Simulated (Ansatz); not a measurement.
Sb:

```
Sb
1.0
     2.15420    1.24373    3.75800
    -2.15420    1.24373    3.75800
     0.00000   -2.48746    3.75800
Sb
2
Direct
  0.76651 0.76651 0.76651
  0.23349 0.23349 0.23349
```

Below is the output of Ansatz 0.2.0 for this cell. Logs are shortened: lines on timing, memory, paths and dates and some standing lists are left out, and cuts for length are marked.

```text
Warning: RAYON_NUM_THREADS=2 ignored (pool sized by the plan → 2); use --threads N
scf.n_extra_bands = 6 over 30 filled bands (N_el = 30.0): the run solves 36 bands
Engine: ansatz 0.2.0, aarch64-unknown-linux-gnu
Pseudopotentials: kind: paw_fr
Pseudopotential: Sb, paw_fr, valence charge 15, recommended cutoff 420 eV (normal), Sb.paw.azcp#standard-fr
Functional definition: PBE
  parameter kappa = 0.804
  parameter beta = 0.06672455060314922
  exchange = pbe_x(kappa = kappa, mu = beta*pi^2/3)
  correlation = pbe_c(beta = beta)
non-collinear run that drives no moment, with spin-orbit: no starting moment large enough to seed its density (crystal.atoms[].spin), no starting occupations that ask for one, no magnetisation constraint and no magnetic field, so the semilocal B_xc is pinned to zero
Crystal: 2 atoms, lattice volume = 60.411 Å³
Basis set: ecut = 420 eV, 1195 PW (Γ), exchange–correlation on 64×64×64 points (8 copies of the dense FFT grid, shifted against one another)
Bands: 36, of which v1, the nominal top of the filled ones, is band 30 counted from 1 (29 counted from 0)
Symmetry: 12 space group operations + 12 with time reversal
Magnetic group: BNS 166.98 (UNI 1328), of the structure as read, at distance tolerance 3.9e-5 Å
k-points: 65 of 512
Projection manifold: j_resolved (fully-relativistic pseudo-atomic orbitals)
Non-local potential: Sb, projectors of the file, l = 0: 2, l = 1: 4, l = 2: 4, l = 3: 4
PAW form: soft (Blöchl's): semilocal exchange-correlation on the pseudo side does not see the compensation charge
PAW one-centre angular grid: Sb, 590 points (default); XC on 96 Gauss nodes
Initial density: superposition of atomic densities (chi_scale 0.1, normalization cell)
Initial wavefunctions: pseudopotential atomic-orbital guess
Functional: x = pbe(κ = 0.804, μ = 0.2195149727645171), c = pbe(β = 0.06672455060314922)
[... 12 lines left out ...]
NSCF: frozen V_eff on 130 k-points
SCF converged after 8 iterations
Magnetization: |M| = 0.0000 μB,  M = (+0.0000, +0.0000, +0.0000) μB
Absolute magnetization: 0.0000 μB (∫|m|)
  site 0: m = (+0.0000, +0.0000, +0.0000) μB, |m| = 0.0000 μB  (R = 1.20 Å)
  site 1: m = (+0.0000, +0.0000, +0.0000) μB, |m| = 0.0000 μB  (R = 1.20 Å)
Free energy (F): -12973.789336 eV
Harris-Foulkes:  -12973.789336 eV  (|F-HF|=1.92e-9)
Internal energy: -12973.787119 eV  (E = F + TS)
E sigma→0 (E₀):  -12973.788227 eV
Entropy (-TS):   -0.002217 eV (-1.108 meV/atom)
Fermi energy:    10.130996 eV
--- Per-component energies (eV) ---
  E_band       = -337.880930
  E_kinetic    = 414.423480
  E_local      = -3194.961585  (includes V_loc(G=0)·N_el)
  E_nonlocal   = 725.271295
  E_hartree    = 1449.622499
  E_xc         = -277.361423
  E_vxc        = -192.895204  (∫ρ·V_xc dr)
  E_paw        = -9155.911331  (= ΣΔE_a)
  E_vpaw       = -988.967041  (= ΣTr[D̂ρ^β])
  E_aug_tail   = -0.000003  (compensation charges beyond the density's cutoff)
  E_ewald      = -2934.870052
  E_smearing   = -0.002217  (= −TS)
  E_closure    = 0.000000  (closes the sum)
  Σ components = -12973.789336   (vs F -12973.789336, Δ=0.00e0)
--- Forces (eV/Å), atoms counted from 1 ---
  atom   1  Sb     0.00000000     0.00000000    -0.15671119
  atom   2  Sb     0.00000000     0.00000000     0.15671119
  max |Σ_I F_I| component: 1.39e-17 eV/Å
--- Stress (GPa, compression-positive) ---
        2.985848       0.000000      -0.000000
       -0.000000       2.985848       0.000000
        0.000000      -0.000000       2.354988
  P = ⅓ Tr σ = 2.7756 GPa (27.756 kbar)
--- Band table (eV; the first three rows and the last of 65) ---
  k-point 0: bands = ["-19.9701", "-19.9701", "-19.9514", "-19.9514", "-19.9199", "-19.9199", "-19.9059", "-19.9059", "-18.7581", "-18.7581", "-18.7434", "-18.7434", "-18.7419", "-18.7419", "-18.6297", "-18.6297", "-18.6202", "-18.6202", "-18.6175", "-18.6175", "-2.6243", "-2.6243", "5.2889", "5.2889", "7.6596", "7.6596", "8.3690", "8.3690", "8.5439", "8.5439", "11.9376", "11.9376", "12.7103", "12.7103", "13.0415", "13.0415"]
  k-point 1: bands = ["-19.9678", "-19.9678", "-19.9499", "-19.9499", "-19.9198", "-19.9198", "-19.9064", "-19.9064", "-18.7550", "-18.7550", "-18.7467", "-18.7467", "-18.7315", "-18.7315", "-18.6375", "-18.6375", "-18.6226", "-18.6226", "-18.6202", "-18.6202", "-2.4516", "-2.4516", "4.5582", "4.5582", "7.7641", "7.7641", "8.3879", "8.3879", "8.6896", "8.6896", "11.7447", "11.7447", "12.4161", "12.4161", "12.5940", "12.5940"]
  k-point 2: bands = ["-19.9619", "-19.9619", "-19.9461", "-19.9461", "-19.9195", "-19.9195", "-19.9079", "-19.9079", "-18.7480", "-18.7480", "-18.7416", "-18.7416", "-18.7155", "-18.7155", "-18.6540", "-18.6540", "-18.6353", "-18.6353", "-18.6257", "-18.6257", "-1.9387", "-1.9387", "3.0995", "3.0995", "7.8537", "7.8537", "8.3064", "8.3064", "9.0617", "9.0617", "11.0575", "11.0575", "11.5940", "11.5940", "11.6869", "11.6869"]
  k-point 64: bands = ["-19.9588", "-19.9588", "-19.9340", "-19.9340", "-19.9236", "-19.9236", "-19.9133", "-19.9133", "-18.7428", "-18.7428", "-18.7233", "-18.7233", "-18.7163", "-18.7163", "-18.6526", "-18.6526", "-18.6458", "-18.6458", "-18.6445", "-18.6445", "-1.0822", "-1.0822", "1.1022", "1.1022", "8.4836", "8.4836", "9.0098", "9.0098", "9.5238", "9.5238", "10.1003", "10.1003", "10.4171", "10.4171", "11.2181", "11.2181"]
```

What input gives this log?

Band structure with PBE, spin-orbit coupling, no magnetisation. The files as run (others can give the same):

input.yaml
```yaml
crystal:
  lattice:
    - [2.1542, 1.2437279499, 3.758]
    - [-2.1542, 1.2437279499, 3.758]
    - [0.0, -2.4874558998, 3.758]
  atoms:
    - { symbol: Sb, position: [0.76651, 0.76651, 0.76651] }
    - { symbol: Sb, position: [0.23349, 0.23349, 0.23349] }
hamiltonian:
  xc: pbe
  pseudopotentials: { kind: paw_fr }
magnetization:
  noncollinear: true
  spin_orbit: true
kpoints:
  mp_grid: { grid: [8, 8, 8] }
  band_path:
    path:
      - [[0.0, 0.0, 0.0], [0.5, 0.0, 0.0], [0.5, 0.2396873643, -0.2396873643]]
      - [[0.7603126357, 0.5, 0.2396873643], [0.5, 0.5, 0.5], [0.0, 0.0, 0.0], [0.3698436821, 0.0, -0.3698436821]]
      - [[0.6301563179, 0.3698436821, 0.0], [0.5, 0.5, 0.0], [0.6301563179, 0.6301563179, 0.2396873643], [0.5, 0.5, 0.5]]
      - [[0.5, 0.0, 0.0], [0.7603126357, 0.3698436821, 0.3698436821]]
    npoints: 14
scf:
  occupations: { method: fermi_dirac, width: 0.05 }
  n_extra_bands: 6
output:
  forces: true
  stress: true
  eigenvalues: true
  fatbands: false
```

Potentials or basis: Ansatz PAW.
Launch:
```sh
$ ansatz run input.yaml --threads 2 --pin off --max-ram 5632MiB --backend cpu --events-out ev --progress --plain --runs-dir out
```
